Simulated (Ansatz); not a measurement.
Input of an Ansatz 0.2.0 run:

The input input.yaml:

```yaml
crystal:
  lattice:
    - [0.0, 2.8338, 2.8338]
    - [2.8338, 0.0, 2.8338]
    - [2.8338, 2.8338, 0.0]
  atoms:
    - { symbol: Se, position: [0.75, 0.75, 0.75] }
    - { symbol: Zn, position: [0.0, 0.0, 0.0] }
hamiltonian:
  xc: pbe
  pseudopotentials: { kind: paw }
kpoints:
  mp_grid: { grid: [8, 8, 8] }
scf:
  occupations: { method: fermi_dirac, width: 0.05 }
basis:
  ecutwfc: "350 eV"
output:
  forces: true
  stress: true
  eigenvalues: true
  write_density: true
  write_potential: true
  elf: true
  volumetric_format: npy
```

Potentials or basis: Ansatz PAW.

Run with:

```sh
$ ansatz run input.yaml --threads 2 --pin off --max-ram 5120MiB --backend cpu --events-out ev --progress --plain --runs-dir out
```

What does it give for the pressure?

2.2 GPa.

Predict the band gap on the k mesh.

1.29 eV, direct.

Caveat: the pressure holds a Pulay correction of +0.4 GPa for the finite cutoff; the cutoff lies under the one recommended for these potentials.

**The experiment to reproduce.**

“Alloy Disordering Effects on the Thermal Conductivity and Energy Gap Temperature Dependence of Cd1−xZnxSe Ternary Crystals Grown by the Bridgman Method”, 2023, pmc:10253836 reports, for a bulk crystal of ZnSe at 300 K: band gap 2.695 ± 0.003 eV (an exciton energy, a little under the gap).

Against the measured gap of ZnSe, 2.695 eV (an exciton energy, a little under the gap; 300 K; “Alloy Disordering Effects on the Thermal Conductivity and Energy Gap Temperature Dependence of Cd1−xZnxSe Ternary Crystals Grown by the Bridgman Method”, 2023, pmc:10253836), the calculated 1.29 eV is off by -1.41 eV. So large a miss can be the level of theory's own, or it may mean another phase, state or a wrong row. Spin-orbit coupling on Se is left out. The value is that of PBE, without temperature or zero-point motion. Semilocal functionals fall short of measured gaps as a rule.
